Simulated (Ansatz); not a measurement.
Runs of Ansatz 0.2.0 on CuI (Marshite). It takes space group F-43m (No. 216, cubic). Conventional cell: a = 6.063 Å, b = 6.063 Å, c = 6.063 Å, α = 90.00°, β = 90.00°, γ = 90.00°. I (site symmetry -43m) has 4 Cu at 2.63 Å as nearest neighbours. Cu (site symmetry -43m) has 4 I at 2.63 Å as nearest neighbours. 

```csv
task,level,potentials or basis,spin,cell,k mesh,cutoff (eV),smearing,basis error allowed,gap on the mesh (eV),pressure (GPa),relaxed volume (Å³/atom)
band structure,RPBE,"all-electron LAPW, scalar-relativistic",off,as given,8 × 8 × 8,283,fermi-dirac 0.05 eV,0.001 eV/atom,(c),(a),-
relaxation of cell and atoms,PBE,"all-electron LAPW, scalar-relativistic",off,relaxed,8 × 8 × 8,-,fermi-dirac 0.05 eV,0.001 eV/atom,1.10,0.0,28.07
relaxation of cell and atoms,RPBE,"all-electron LAPW, scalar-relativistic",off,relaxed,8 × 8 × 8,-,fermi-dirac 0.05 eV,0.001 eV/atom,(b),0.0,29.69
single point,LDA,"all-electron LAPW, scalar-relativistic",off,as given,8 × 8 × 8,283,gaussian 0.02 eV,0.001 eV/atom,0.94,-4.4,-
single point,PBE,"all-electron LAPW, scalar-relativistic",off,as given,8 × 8 × 8,283,gaussian 0.014 eV,0.001 eV/atom,1.12,0.3,-
elastic constants,LDA,"all-electron LAPW, scalar-relativistic",off,as given,6 × 6 × 6,305,fermi-dirac 0.05 eV,0.001 eV/atom,0.94,-4.4,-
single point,PBE,"all-electron LAPW, scalar-relativistic",off,as given,5 × 5 × 5,248,fermi-dirac 0.03 eV,0.003 eV/atom,1.12,0.4,-
relaxation of cell and atoms,RPBE+D3(BJ),"all-electron LAPW, scalar-relativistic",off,relaxed,8 × 8 × 8,-,fermi-dirac 0.05 eV,0.001 eV/atom,1.75,0.0,23.64
relaxation of cell and atoms,BLYP+D3(BJ),"all-electron LAPW, scalar-relativistic",off,relaxed,8 × 8 × 8,-,fermi-dirac 0.05 eV,0.001 eV/atom,1.28,0.0,26.71
band structure,PBE,"all-electron LAPW, scalar-relativistic",off,as given,8 × 8 × 8,283,fermi-dirac 0.05 eV,0.001 eV/atom,1.12,0.3,-
band structure,PBE,"all-electron LAPW, relativistic spinors","SOC, no magnetisation",as given,6 × 6 × 6,283,fermi-dirac 0.05 eV,0.001 eV/atom,0.97,0.4,-
```

**Question.** Fill in the values left out.

**Answer.** (a) 2.4; (b) 1.11; (c) 1.26.

Caveats: spin-orbit coupling is left out, which moves the levels of the heavy elements (some runs); the cell is more than 3 GPa from zero pressure, which shifts response properties (some runs); the volume moved by over 15 % at a fixed basis, so the end points are rough (some runs); the volume moved by -15 % from the deposited cell, more than functionals usually miss (some runs).

A k mesh can miss the band edges, and rows without SOC leave out spin-orbit coupling on I.
